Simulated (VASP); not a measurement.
# Sc (I4/mmm) in VASP: a series of runs, part 2 of 2

VASP 6.6.1. Earlier steps stand in the parts before.

## 3. Single point, LDA (strain +0.0375 x Voigt [1, 1, 0, 0, 0, 0], atoms carried along)

INCAR

```
PREC = Accurate ; ENCUT = 520
EDIFF = 1E-6 ; ISMEAR = 0
SIGMA = 0.15 ; LREAL = False
LASPH = True ; NELM = 100
ALGO = Fast ; ISIF = 2
LWAVE = False ; LCHARG = False
GGA = CA ; NBANDS = 12
```

KPOINTS

```
Automatic mesh
0
Gamma
  18 18 18
```

POSCAR

```
Sc
1.0
    0.0000000000      2.3556437500      2.2705000000
    2.3556437500      0.0000000000      2.2705000000
    2.3556437500      2.3556437500      0.0000000000
Sc
1
Direct
    0.0000000000      0.0000000000      0.0000000000
```

Potentials or basis: VASP PAW LDA potentials, release 64 (Sc_sv).

On the command line:

```bash
$ cat potpaw_LDA.64/Sc_sv/POTCAR > POTCAR
$ mpirun -np 1 vasp_std > vasp.out
```

OUTCAR:

```text
PREC = Accurate
   ENCUT = 520
   EDIFF = 1E-6
   ISMEAR = 0
   LREAL = False
   LASPH = True
   NELM = 100
   ISIF = 2
   GGA = CA

 ion  position               nearest neighbor table
   1  0.000  0.000  0.000-

  LATTYP: Found a body centered tetragonal cell.
 ALAT       =     3.3313833394
 C/A-ratio  =     1.3630974095

  Lattice vectors:

 A1 = (   0.0000000000,  -2.3556437500,  -2.2705000000)
 A2 = (   0.0000000000,   2.3556437500,  -2.2705000000)
 A3 = (   2.3556437500,   0.0000000000,   2.2705000000)

[... 532 lines left out ...]
      5      -0.3263      2.00000
      6       4.1113      0.00000
      7       5.0460      0.00000
      8       5.1588      0.00000
      9       5.9960      0.00000
     10       6.4709      0.00000
     11      13.8977      0.00000
     12      16.4605      0.00000

 [... further k-points ...]
[... 5 lines left out ...]
  --------------------------------------------------------------------------------------
  -------------------------------------------------------------------------------------
  Total       -0.9439316     -0.9439316     -0.7869739      0.0000000      0.0000000     -0.0000000
  in kB      -60.0178443    -60.0178443    -50.0380281      0.0000000      0.0000000     -0.0000000
  external PRESSURE =     -56.6912389 kB  Pullay stress =       0.0000000 kB

 VOLUME and BASIS-vectors are now :
 -----------------------------------------------------------------------------
  energy-cutoff  :      520.00
  volume of cell :       25.20
      direct lattice vectors                 reciprocal lattice vectors
     0.000000000  2.355643750  2.270500000    -0.212256204  0.212256204  0.220215811
     2.355643750  0.000000000  2.270500000     0.212256204 -0.212256204  0.220215811
     2.355643750  2.355643750  0.000000000     0.212256204  0.212256204 -0.220215811

 POSITION                                       TOTAL-FORCE (eV/Angst)
 -----------------------------------------------------------------------------------
      0.00000      0.00000      0.00000         0.000000      0.000000     -0.000000
 -----------------------------------------------------------------------------------
    total drift:                               -0.000000     -0.000000      0.000000

  FREE ENERGIE OF THE ION-ELECTRON SYSTEM (eV)
  ---------------------------------------------------
  free  energy   TOTEN  =        -6.6398963667 eV

  energy  without entropy=       -6.6171931511  energy(sigma->0) =       -6.62854476
```

OSZICAR:

```text
N       E                     dE             d eps       ncg     rms          rms(c)
DAV:   1     0.749413146207E+02    0.74941E+02   -0.50496E+03 11576   0.905E+02
DAV:   2    -0.574654396306E+01   -0.80688E+02   -0.79040E+02 11548   0.292E+02
DAV:   3    -0.735548934681E+01   -0.16089E+01   -0.15716E+01 16360   0.563E+01
DAV:   4    -0.737823312810E+01   -0.22744E-01   -0.22723E-01 15456   0.488E+00
DAV:   5    -0.737848741209E+01   -0.25428E-03   -0.25428E-03 15284   0.426E-01    0.522E+00
RMM:   6    -0.670399844059E+01    0.67449E+00   -0.67801E-01 12602   0.113E+01    0.157E+00
RMM:   7    -0.664906122207E+01    0.54937E-01   -0.75512E-01 16160   0.671E+00    0.735E-01
RMM:   8    -0.664092060864E+01    0.81406E-02   -0.37517E-02 13075   0.328E+00    0.361E-01
RMM:   9    -0.664001727267E+01    0.90334E-03   -0.13100E-02 17111   0.805E-01    0.650E-02
RMM:  10    -0.663990828912E+01    0.10898E-03   -0.93937E-04 17630   0.275E-01    0.300E-02
RMM:  11    -0.663989494889E+01    0.13340E-04   -0.79466E-05 16101   0.102E-01    0.442E-03
RMM:  12    -0.663989621405E+01   -0.12652E-05   -0.12324E-05 13505   0.399E-02    0.233E-03
RMM:  13    -0.663989636666E+01   -0.15261E-06   -0.11679E-06 10718   0.213E-02
   1 F= -.66398964E+01 E0= -.66285448E+01  d E =-.227032E-01
```

stdout:

```text
POSCAR found type information on POSCAR Sc
 POSCAR found :  1 types and       1 ions
 scaLAPACK will be used
 LDA part: xc-table for (Slater(with rela. corr.)+CA(PZ))
 , standard interpolation
 POSCAR, INCAR and KPOINTS ok, starting setup
 FFT: planning ... GRIDC
 FFT: planning ... GRID_SOFT
 FFT: planning ... GRID
 WAVECAR not read
 entering main loop
```

It took 3.2 min on 1 thread of Intel Xeon Platinum 8375C at 2.90GHz (Ice Lake), shared host; peak memory 0.24 GiB.

What came out:

```
Free energy            : -6.6399 eV
Pressure               : -5.7 GPa
Band gap on the k mesh : none (metal or under the smearing width)
```

## 4. Single point, LDA (strain +0.1500 x Voigt [1, 1, 0, 0, 0, 0], atoms carried along)

INCAR

```
ALGO = Fast
EDIFF = 1E-6
ENCUT = 520
GGA = CA
ISIF = 2
ISMEAR = 0
LASPH = T
LCHARG = F
LREAL = F
LWAVE = F
NBANDS = 12
NELM = 100
PREC = Accurate
SIGMA = 0.15
```

KPOINTS

```
k-points
0
Gamma
  18 18 18
```

POSCAR

```
Sc
1.0
    0.0000000000      2.6110750000      2.2705000000
    2.6110750000      0.0000000000      2.2705000000
    2.6110750000      2.6110750000      0.0000000000
Sc
1
Direct
    0.0000000000      0.0000000000      0.0000000000
```

Potentials or basis: VASP PAW LDA potentials, release 64 (Sc_sv).

On the command line:

```bash
$ cat potpaw_LDA.64/Sc_sv/POTCAR > POTCAR
$ mpirun -np 1 vasp_std > vasp.out
```

OUTCAR:

```text
EDIFF = 1E-6
   ENCUT = 520
   GGA = CA
   ISIF = 2
   ISMEAR = 0
   LASPH = T
   LREAL = F
   NELM = 100
   PREC = Accurate

 ion  position               nearest neighbor table
   1  0.000  0.000  0.000-

  LATTYP: Found a body centered tetragonal cell.
 ALAT       =     3.6926176774
 C/A-ratio  =     1.2297509238

  Lattice vectors:

 A1 = (   0.0000000000,  -2.6110750000,  -2.2705000000)
 A2 = (   0.0000000000,   2.6110750000,  -2.2705000000)
 A3 = (   2.6110750000,   0.0000000000,   2.2705000000)

[... 533 lines left out ...]
      5      -1.2223      2.00000
      6       2.9380      0.00000
      7       3.4140      0.00000
      8       3.9198      0.00000
      9       4.2241      0.00000
     10       4.7133      0.00000
     11      11.2152      0.00000
     12      14.1730      0.00000

 [... further k-points ...]
[... 5 lines left out ...]
  --------------------------------------------------------------------------------------
  -------------------------------------------------------------------------------------
  Total       -2.2575807     -2.2575807     -1.8613713      0.0000000      0.0000000     -0.0000000
  in kB     -116.8324991   -116.8324991    -96.3281878      0.0000000      0.0000000     -0.0000000
  external PRESSURE =    -109.9977286 kB  Pullay stress =       0.0000000 kB

 VOLUME and BASIS-vectors are now :
 -----------------------------------------------------------------------------
  energy-cutoff  :      520.00
  volume of cell :       30.96
      direct lattice vectors                 reciprocal lattice vectors
     0.000000000  2.611075000  2.270500000    -0.191492010  0.191492010  0.220215811
     2.611075000  0.000000000  2.270500000     0.191492010 -0.191492010  0.220215811
     2.611075000  2.611075000  0.000000000     0.191492010  0.191492010 -0.220215811

 POSITION                                       TOTAL-FORCE (eV/Angst)
 -----------------------------------------------------------------------------------
      0.00000      0.00000      0.00000         0.000000     -0.000000      0.000000
 -----------------------------------------------------------------------------------
    total drift:                               -0.000000     -0.000000     -0.000000

  FREE ENERGIE OF THE ION-ELECTRON SYSTEM (eV)
  ---------------------------------------------------
  free  energy   TOTEN  =        -6.3037305310 eV

  energy  without entropy=       -6.2717537545  energy(sigma->0) =       -6.28774214
```

OSZICAR:

```text
N       E                     dE             d eps       ncg     rms          rms(c)
DAV:   1     0.765764556244E+02    0.76576E+02   -0.49303E+03 11560   0.864E+02
DAV:   2    -0.548782633423E+01   -0.82064E+02   -0.80627E+02 11624   0.291E+02
DAV:   3    -0.722710976632E+01   -0.17393E+01   -0.16987E+01 16996   0.552E+01
DAV:   4    -0.725105553876E+01   -0.23946E-01   -0.23872E-01 15688   0.474E+00
DAV:   5    -0.725129657591E+01   -0.24104E-03   -0.24102E-03 15140   0.397E-01    0.474E+00
RMM:   6    -0.636788015574E+01    0.88342E+00   -0.90348E-01 12361   0.125E+01    0.152E+00
RMM:   7    -0.632005332988E+01    0.47827E-01   -0.10459E+00 15913   0.741E+00    0.964E-01
RMM:   8    -0.630973936569E+01    0.10314E-01   -0.85429E-02 13066   0.453E+00    0.488E-01
RMM:   9    -0.630346704207E+01    0.62723E-02   -0.22567E-02 14295   0.130E+00    0.811E-02
RMM:  10    -0.630367964824E+01   -0.21261E-03   -0.42863E-03 17153   0.577E-01    0.460E-02
RMM:  11    -0.630374730236E+01   -0.67654E-04   -0.60809E-04 17125   0.158E-01    0.308E-02
RMM:  12    -0.630372839516E+01    0.18907E-04   -0.77648E-05 14564   0.130E-01    0.590E-03
RMM:  13    -0.630373042208E+01   -0.20269E-05   -0.21707E-05 14654   0.450E-02    0.383E-03
RMM:  14    -0.630373053101E+01   -0.10893E-06   -0.25445E-06 11916   0.245E-02
   1 F= -.63037305E+01 E0= -.62877421E+01  d E =-.319768E-01
```

Wall time 4.9 min (1 thread of Intel Xeon Platinum 8375C at 2.90GHz (Ice Lake), shared host); peak memory 0.28 GiB.

Results:

```
Free energy            : -6.3037 eV
Pressure               : -11.0 GPa
Band gap on the k mesh : none (metal or under the smearing width)
```

Levels at points of the mesh, in eV from the Fermi level:
| k point | band 1 | band 2 | band 3 | band 4 | band 5 | band 6 | band 7 | band 8 | band 9 | band 10 |
| --- | --- | --- | --- | --- | --- | --- | --- | --- | --- | --- |
| (0.00, 0.00, 0.00) | -49.45 | -28.29 | -28.29 | -28.29 | -4.67 | 1.03 | 1.03 | 1.64 | 1.77 | 2.43 |
| (0.50, 0.00, 0.00) | -49.43 | -28.47 | -28.33 | -28.29 | -1.54 | 0.07 | 0.74 | 1.53 | 2.65 | 2.99 |
| (0.50, 0.50, 0.00) | -49.41 | -28.46 | -28.38 | -28.38 | -0.97 | -0.57 | 2.60 | 2.83 | 3.00 | 3.00 |
| (0.50, 0.00, 0.50) | -49.42 | -28.46 | -28.36 | -28.32 | -1.26 | -0.28 | 0.87 | 2.71 | 2.75 | 3.16 |

## 5. Summary

| cell | further INCAR settings | gap on the mesh (eV) | pressure (GPa) |
| --- | --- | --- | --- |
| strain -0.1500 x Voigt [1, 1, 0, 0, 0, 0], atoms carried along | ALGO = Fast; EDIFF = 1e-07; NBANDS = 12 | none | 24.9 |
| strain +0.0375 x Voigt [1, 1, 0, 0, 0, 0], atoms carried along | ALGO = Fast; EDIFF = 1e-06; NBANDS = 12 | none | -5.7 |
| strain +0.1500 x Voigt [1, 1, 0, 0, 0, 0], atoms carried along | ALGO = Fast; EDIFF = 1e-06; NBANDS = 12 | none | -11.0 |

Alike in all rows: task single point; level LDA; potentials or basis VASP PAW LDA potentials, release 64 (Sc_sv); no spin polarisation; k mesh 18 × 18 × 18; cutoff (eV) 520; smearing gaussian 0.15 eV.

Caveats: so large a pressure means that the cell lies far from this level's equilibrium, or that cutoff or potentials fall short (some runs).

Total energies depend on the potentials used, so only differences within one code and one set of settings carry meaning.
